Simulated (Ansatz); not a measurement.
Wanted: the native input for an Ansatz 0.2.0 run.

| Item | Value |
| --- | --- |
| Task | single point |
| Functional | PBE |
| Potentials or basis | all-electron LAPW, scalar-relativistic |
| Cutoff | 388 eV (chosen from the basis error) |
| Basis error allowed | 0.001 eV/atom |
| k mesh | 12 × 12 × 12 |
| Occupations | fermi-dirac, width 0.05 eV |
| Spin | collinear spin, ferromagnetic start |
| Starting moments | [3.0, 0.0] μB |

The system is FeO.

```
CELL_PARAMETERS angstrom
-1.60210 1.60210 2.08339
1.60210 -1.60210 2.08339
1.60210 1.60210 -2.08339
ATOMIC_POSITIONS crystal
Fe 0.00011 0.00377 0.99607
O 0.50393 0.50376 0.01474
```

The cell comes from a database or a generator and needn't be the stable form of this composition.

The cell isn't the ideal one: atoms moved at random, drawn with an rms of 0.05 Å.

One way to write it, as run:

input.yaml

```yaml
crystal:
  lattice:
    - [-1.602103413, 1.602103413, 2.08339225]
    - [1.602103413, -1.602103413, 2.08339225]
    - [1.602103413, 1.602103413, -2.08339225]
  atoms:
    - { symbol: Fe, position: [0.000111, 0.003767, -0.003933], spin: 3.0 }
    - { symbol: O, position: [0.503927, 0.50376, 0.014744] }
kpoints:
  mp_grid: { grid: [12, 12, 12] }
scf:
  occupations: { method: fermi_dirac, width: 0.05 }
hamiltonian:
  xc: pbe
  pseudopotentials: { kind: all_electron, lapw: { basis_error: 0.001 } }
magnetization:
  spin_polarized: true
output:
  forces: true
  stress: true
  eigenvalues: true
  populations: true
```

Potentials or basis: all-electron LAPW, scalar-relativistic.

Launch:

```bash
$ ansatz run input.yaml --threads 2 --pin off --max-ram 6144MiB --backend cpu --events-out ev --progress --plain --runs-dir out
```

Results of the run:

```yaml
Pressure: -8.6 GPa
Largest_force: 0.169 eV/Å
Band_gap_on_the_k_mesh: none (metal or under the smearing width)
Net_moment: 4.00 μB per cell
Absolute_moment: 4.01 μB per cell
Site_moments: Fe +3.59; O +0.31 μB
Loewdin_charges: Fe +1.16; O -1.02 e
```

Caveat: the atomic charges don't sum to the cell's charge; a cell with one magnetic atom can't hold antiferromagnetic order, which such compounds often take; semilocal functionals often make such compounds metallic where correlation or magnetic order opens a gap, which also shifts bond lengths.

Run time: 5.8 min on 2 threads of AMD EPYC 7R43 64-Core Processor (Zen 3) (shared host), peak memory 2 GiB.
